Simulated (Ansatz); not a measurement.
# BaF2: the cost of one run

Computed with Ansatz 0.2.0 (DFT PBE, scalar-relativistic, plane waves, PAW, unless a step's input says otherwise).

4 further runs of the same task are left out: 4 set aside as unsound or not needed.

### 1 The system as given

Symmetry: Fm-3m, No. 225, cubic system. The conventional cell has a = 6.246 Å, b = 6.246 Å, c = 6.246 Å, α = 90.00°, β = 90.00°, γ = 90.00°. Ba (site symmetry m-3m) has 8 F at 2.70 Å as nearest neighbours. F (site symmetry -43m) has 4 Ba at 2.70 Å as nearest neighbours.

Coordinates:

```
CELL_PARAMETERS angstrom
0.00000 3.12319 3.12319
3.12319 0.00000 3.12319
3.12319 3.12319 0.00000
ATOMIC_POSITIONS crystal
Ba 0.00000 0.00000 0.00000
F 0.25000 0.25000 0.25000
F 0.75000 0.75000 0.75000
```

It is the result of an earlier relaxation at this level (volume 20.31 Å³/atom; gap on the mesh: 6.75 eV).

### 2 The cell under 1 GPa

What is minimised here is the enthalpy; the energy can go up as the cell is squeezed.

input.yaml reads:

```yaml
crystal:
  lattice:
    - [0.0, 3.1231927645, 3.1231927645]
    - [3.1231927645, 0.0, 3.1231927645]
    - [3.1231927645, 3.1231927645, 0.0]
  atoms:
    - { symbol: Ba, position: [0.0, 0.0, 0.0] }
    - { symbol: F, position: [0.25, 0.25, 0.25] }
    - { symbol: F, position: [0.75, 0.75, 0.75] }
basis:
  ecutwfc: 420
kpoints:
  mp_grid: { grid: [6, 6, 6] }
hamiltonian:
  xc: pbe
scf:
  occupations: { method: fixed }
output:
  forces: true
  stress: true
  eigenvalues: true
relax:
  adjacent_minimum: "off"
  f_tol: 0.001
  max_steps: 60
  cell: { stress_tol: 0.02, p_target: 1.0 }
```

Run with:

```console
> ansatz run input.yaml --threads 1 --pin off --max-ram 1228MiB --backend cpu --events-out ev --progress --plain --runs-dir out
```

What time and memory should one allow on 1 thread of Arm Neoverse N1, shared host?

About 16 s, with a peak of 0.34 GiB.
